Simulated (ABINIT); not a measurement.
# BeTe (F-43m): G0W0 with ABINIT, start to end

Wanted: ground state, empty states, screening and self-energy for BeTe (F-43m).

Method: PBE and many-body steps on it, plane waves, in ABINIT 10.8.3.

**Experimental background.**

- Gap 2.7 eV: absolute (indirect, Gamma to X) gap; bulk crystal (quoted from earlier experiment) (quoted in “The band structure of BeTe - a combined experimental and theoretical study”, 1997, arxiv:cond-mat/9712266).

- Gap 2.8 eV: absolute (indirect, Gamma to X) gap, second literature value; film (quoted from earlier experiment) (quoted in “The band structure of BeTe - a combined experimental and theoretical study”, 1997, arxiv:cond-mat/9712266).

### 1. The starting structure

The structure is cubic, space group F-43m (No. 216). The conventional cell has a = 5.663 Å, b = 5.663 Å, c = 5.663 Å, α = 90.00°, β = 90.00°, γ = 90.00°. Nearest to Be lie 4 Te at 2.45 Å. Te has 4 Be at 2.45 Å nearest. Farther neighbours and most contacts between anions are not listed.

The cell and positions are those that the Materials Project relaxed with its own functionals (PBE, PBE+U or r2SCAN), kept fixed. Spin-orbit coupling is left out unless a step names it.

### 2. Ground state

This step: ABINIT 10.8.3; DFT, PBE, plane waves, norm-conserving pseudopotentials.

The ground-state density comes first.

run.abi

```
acell 3*1.0 Angstrom
rprim 
  -0.000000000000 2.831458787600 2.831458787600
  2.831458787600 0.000000000000 2.831458787600
  2.831458787600 2.831458787600 0.000000000000
ntypat 2
znucl 4 52
natom 2
typat 1 2
xred 
  0.000000000000 0.000000000000 0.000000000000
  0.750000000000 0.750000000000 0.750000000000
pp_dirpath "pseudos"
pseudos "Be.upf, Te.upf"
ecut 49
ngkpt 6 6 6
nshiftk 1
shiftk 0 0 0
kptopt 1
chksymbreak 0
nband 19
occopt 1
tolvrs 1e-10
nstep 60
prtwf 0
optforces 0
optstress 0
indata_prefix "in"
outdata_prefix "out"
tmpdata_prefix "tmp"
```

The run is started by

```sh
$ OMP_NUM_THREADS=1 mpirun -n 8 abinit run.abi > log
```

Numbers of over 12 decimals in the logs are rounded to 6 here.

Log:

```text
.Version 10.8.3 of ABINIT. v10.8.2 released Aug 2026.

 Symmetries : space group F-4 3 m (#216); Bravais cF (face-center cubic)
================================================================================
 Values of the parameters that define the memory need of the present run
     intxc =       0    ionmov =       0      iscf =       7    lmnmax =       8
     lnmax =       8     mgfft =      48  mpssoang =       4    mqgrid =    3001
     natom =       2  nloc_mem =       1    nspden =       1   nspinor =       1
    nsppol =       1      nsym =      24    n1xccc =    2501    ntypat =       2
    occopt =       1   xclevel =       2
-    mband =          19        mffmem =           1         mkmem =           2
       mpw =        5040          nfft =      110592          nkpt =          16
================================================================================
  Rough estimation (10% accuracy) of disk space for files :
================================================================================

--------------------------------------------------------------------------------
------------- Echo of variables that govern the present computation ------------
--------------------------------------------------------------------------------
 -outvars: echo values of preprocessed input variables --------
            acell      1.8897261259E+00  1.8897261259E+00  1.8897261259E+00 Bohr

      chksymbreak           0
             ecut      4.90000000E+01 Hartree
-          fftalg         312

              ixc     -101130
              kpt      0.00000000E+00  0.00000000E+00  0.00000000E+00
                       1.66666667E-01  0.00000000E+00  0.00000000E+00
                       3.33333333E-01  0.00000000E+00  0.00000000E+00
                       5.00000000E-01  0.00000000E+00  0.00000000E+00
                       1.66666667E-01  1.66666667E-01  0.00000000E+00
                       3.33333333E-01  1.66666667E-01  0.00000000E+00
                       5.00000000E-01  1.66666667E-01  0.00000000E+00
                      -3.33333333E-01  1.66666667E-01  0.00000000E+00
                      -1.66666667E-01  1.66666667E-01  0.00000000E+00
   [... 5 further rows ...]
                      -3.33333333E-01  3.33333333E-01  1.66666667E-01
                      -3.33333333E-01  5.00000000E-01  1.66666667E-01
         kptrlatt        6    0    0      0    6    0      0    0    6
          kptrlen      4.54020393E+01
P           mkmem           2
            natom           2
            nband          19
            ngfft          48      48      48
             nkpt          16
            nstep          60
             nsym          24
           ntypat           2
              occ      2.000000  2.000000  2.000000  2.000000  2.000000  2.000000
                       2.000000  2.000000  2.000000  2.000000  2.000000  2.000000
                       2.000000  2.000000  0.000000  0.000000  0.000000  0.000000
                       0.000000
        optforces           0
        optstress           0
            prtwf           0
            rprim     -0.0000000000E+00  2.8314587876E+00  2.8314587876E+00
[...]
spgroup         216

           tolvrs      1.00000000E-10

             xred      0.0000000000E+00  0.0000000000E+00  0.0000000000E+00
[...]
znucl        4.00000   52.00000

================================================================================

 chkinp: Checking input parameters for consistency.

================================================================================
== DATASET  1 ==================================================================
-   mpi_nproc: 8, omp_nthreads: 1 (-1 if OMP is not activated)

--- !DatasetInfo
iteration_state: {dtset: 1, }
dimensions: {natom: 2, nkpt: 16, mband: 19, nsppol: 1, nspinor: 1, nspden: 1, mpw: 5040, }
cutoff_energies: {ecut:  49.0, pawecutdg:  -1.0, }
electrons: {nelect:   2.80000000E+01, charge:   0.00000000E+00, occopt:   1.00000000E+00, tsmear:   1.00000000E-02, }

 Real(R)+Recip(G) space primitive vectors, cartesian coordinates (Bohr,Bohr^-1):
 R(1)=  0.0000000  5.3506816  5.3506816  G(1)= -0.0934460  0.0934460  0.0934460
 R(2)=  5.3506816  0.0000000  5.3506816  G(2)=  0.0934460 -0.0934460  0.0934460
 R(3)=  5.3506816  5.3506816  0.0000000  G(3)=  0.0934460  0.0934460 -0.0934460
 Unit cell volume ucvol=  3.0637783E+02 bohr^3
 Angles (23,13,12)=  6.00000000E+01  6.00000000E+01  6.00000000E+01 degrees

 getcut: wavevector=  0.0000  0.0000  0.0000  ngfft=  48  48  48
         ecut(hartree)=     49.000   => boxcut(ratio)=   2.01305

--- Pseudopotential description ------------------------------------------------
- Be Generated using ONCVPSP code by D. R. Hamann
-  4.00000   4.00000  171031                  znucl, zion, pspdat
12 -101130 1 -1 1358                          pspcod,pspxc,lmax,lloc,mmax
     nproj     2     2     0     0
  pspatm : epsatm=    2.91734590
         --- l  ekb(1:nproj) -->
[...]
pspatm: atomic psp has been read  and splines computed

- Te Generated using ONCVPSP code by D. R. Hamann
- 52.00000  24.00000  220131                  znucl, zion, pspdat
12 -101130 3 -1 1294                          pspcod,pspxc,lmax,lloc,mmax
     nproj     2     2     2     2
  pspatm : epsatm=   28.89495404
         --- l  ekb(1:nproj) -->
[...]
pspatm: atomic psp has been read  and splines computed

   8.90744399E+02                                ecore*ucvol(ha*bohr**3)
--------------------------------------------------------------------------------

_setup2: Arith. and geom. avg. npw (full set) are    5018.486    5018.469

================================================================================

--- !BeginCycle
iteration_state: {dtset: 1, }
solver: {iscf: 7, nstep: 60, nline: 4, wfoptalg: 0, }
tolerances: {tolvrs: 1.00E-10, }

     iter   Etot(hartree)      deltaE(h)  residm     vres2
 ETOT  1  -294.37835096563    -2.944E+02 7.076E-01 3.600E+01
 ETOT  2  -294.65997181578    -2.816E-01 4.030E-03 6.254E+00
 ETOT  3  -294.66162196420    -1.650E-03 6.312E-04 9.533E-01
 ETOT  4  -294.66168438812    -6.242E-05 2.313E-03 6.390E-02
 ETOT  5  -294.66168977458    -5.386E-06 2.634E-03 4.463E-03
 ETOT  6  -294.66169034908    -5.745E-07 1.368E-03 2.695E-04
 ETOT  7  -294.66169035639    -7.314E-09 3.646E-04 7.668E-06
 ETOT  8  -294.66169035691    -5.231E-10 1.054E-04 2.204E-07
 ETOT  9  -294.66169035693    -1.370E-11 2.487E-05 7.467E-09
 ETOT 10  -294.66169035691     1.137E-11 6.688E-06 1.043E-10
 ETOT 11  -294.66169035692    -4.263E-12 1.627E-06 1.214E-12

 At SCF step   11       vres2   =  1.21E-12 < tolvrs=  1.00E-10 =>converged.

--- !ResultsGS
iteration_state: {dtset: 1, }
comment   : Summary of ground state results
lattice_vectors:
- [ -0.0000000,   5.3506816,   5.3506816, ]
- [  5.3506816,   0.0000000,   5.3506816, ]
- [  5.3506816,   5.3506816,   0.0000000, ]
lattice_lengths: [   7.56701,    7.56701,    7.56701, ]
lattice_angles: [ 60.000,  60.000,  60.000, ] # degrees, (23, 13, 12)
lattice_volume:   3.0637783E+02
convergence: {deltae: -4.263E-12, res2:  1.214E-12, residm:  1.627E-06, diffor:  0.000E+00, }
etotal    :  -2.94661690E+02
entropy   :   0.00000000E+00
fermie    :   2.05900995E-01
cartesian_stress_tensor: null
pressure_GPa: null
xred      :
- [  0.0000E+00,   0.0000E+00,   0.0000E+00, Be]
- [  7.5000E-01,   7.5000E-01,   7.5000E-01, Te]
cartesian_forces: null
force_length_stats: {min: null, max: null, mean: null, }

 Integrated electronic density in atomic spheres:
 ------------------------------------------------
 Atom  Sphere_radius  Integrated_density
    1        2.00000          2.99167264
    2        2.00000         19.95039322
================================================================================

 ----iterations are completed or convergence reached----

 Mean square residual over all n,k,spin=   76.000E-10; max=  16.274E-07
 reduced coordinates (array xred) for    2 atoms
       0.000000000000      0.000000000000      0.000000000000
       0.750000000000      0.750000000000      0.750000000000
 rms dE/dt=  0.0000E+00; max dE/dt=  0.0000E+00; dE/dt below (all hartree)
    1       0.000000000000      0.000000000000      0.000000000000
    2       0.000000000000      0.000000000000      0.000000000000

 cartesian coordinates (angstrom) at end:
    1      0.000000     0.000000     0.000000
    2      4.247188     4.247188     4.247188
 length scales=  1.889726125908  1.889726125908  1.889726125908 bohr
              =  1.000000000000  1.000000000000  1.000000000000 angstroms
 prteigrs : about to open file out_EIG
 Fermi (or HOMO) energy (hartree) =   0.20590   Average Vxc (hartree)=  -0.35139
 Eigenvalues (hartree) for nkpt=  16  k points:
 kpt#   1, nband= 19, wtk=  0.00463, kpt=  0.0000  0.0000  0.0000 (reduced coord)
  -5.63307   -3.79667   -3.79667   -3.79667   -3.48280   -1.12451   -1.12451   -1.12451
  -1.12409   -1.12409   -0.24206    0.20590    0.20590    0.20590    0.33981    0.33981
   0.33981    0.34220    0.51083
 prteigrs : prtvol=0 or 1, do not print more k-points.

--- !EnergyTerms
iteration_state     : {dtset: 1, }
comment             : Components of total free energy in Hartree
kinetic             :  1.04172022173361E+02
hartree             :  1.05321181759416E+02
xc                  : -3.86892001531687E+01
Ewald energy        : -1.34011432758694E+02
psp_core            :  2.90733962845549E+00
local_psp           : -3.10561617645808E+02
non_local_psp       : -2.37999833604813E+01
total_energy        : -2.94661690356919E+02
total_energy_eV     : -8.01815306819577E+03
band_energy         : -5.20277443792163E+01

== END DATASET(S) ==============================================================
================================================================================

 -outvars: echo values of variables after computation  --------
           etotal     -2.9466169036E+02
            nband          19
             nkpt          16
          spgroup         216
 [... the other variables as echoed above ...]

 Calculation completed.
```

Elapsed: 18 s, on 8 MPI ranks of Arm Neoverse N1, shared host; peak memory 0.66 GiB; 2.3 min of CPU time.

This step gave:

```
total energy               : -8018.1531 eV
gap                        : 2.027 eV
k of the valence top       : 0, 0, 0
k of the conduction bottom : 0.5, 0.5, 0
least direct gap           : 3.644 eV
```

The gap is indirect, with the least direct gap 1.62 eV higher.

(Part 1 of 3 ends here.)

[Paths, hosts, dates, memory and timing lines, banners, echoed tables and standing remarks are left out of the program output.]

[Logs are printed without paths, hosts, clocks, repeated set-up lines and the standing remarks that a program may print on its own settings, such as how far it seeks lower states.]

[Runs of the session that timed out or met a known fault of the program may be left out.]

[Hosts, paths, dates, database ids (printed as entryN), source tags and the programs' standing remarks are cut or masked in the printed files.]

[G0W0 gaps are taken among the corrected bands and points alone; a level outside them can change the order at an edge.]

[Where Ansatz stands beside ABINIT at settings called matched, ABINIT's density can come from a denser mesh and the files from another edition; pairs whose starting gaps differed by over 0.03 eV were left out, so agreement reads better than it is.]
